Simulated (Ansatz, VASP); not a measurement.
Hg in VASP and in Ansatz

```
CELL_PARAMETERS angstrom
-1.90595 1.90595 1.90595
1.90595 -1.90595 1.90595
1.90595 1.90595 -1.90595
ATOMIC_POSITIONS crystal
Hg 0.00000 0.00000 0.00000
```

Alike in both runs: functional PBE; k mesh 15 × 15 × 15; occupations fermi-dirac, width 0.05 eV; no spin polarisation.

Ansatz relaxed the structure, and its values are those at the end. VASP's run is a single point on that final structure, the one shown.

|  | VASP | Ansatz |
| --- | --- | --- |
| version | VASP 6.6.1 | Ansatz 0.2.0 |
| potentials or method | VASP PAW PBE potentials, release 64 (Hg), cutoff 520 eV | all-electron LAPW, non-relativistic |

|  | VASP | Ansatz | Ansatz less VASP |
| --- | --- | --- | --- |
| pressure (GPa) | 1.0 | 0.0 | -1.04 |

Ansatz ran all-electron here, so the differences hold the error of VASP's frozen core and of both bases.

Spin-orbit coupling is left out, which matters for the levels of Hg.
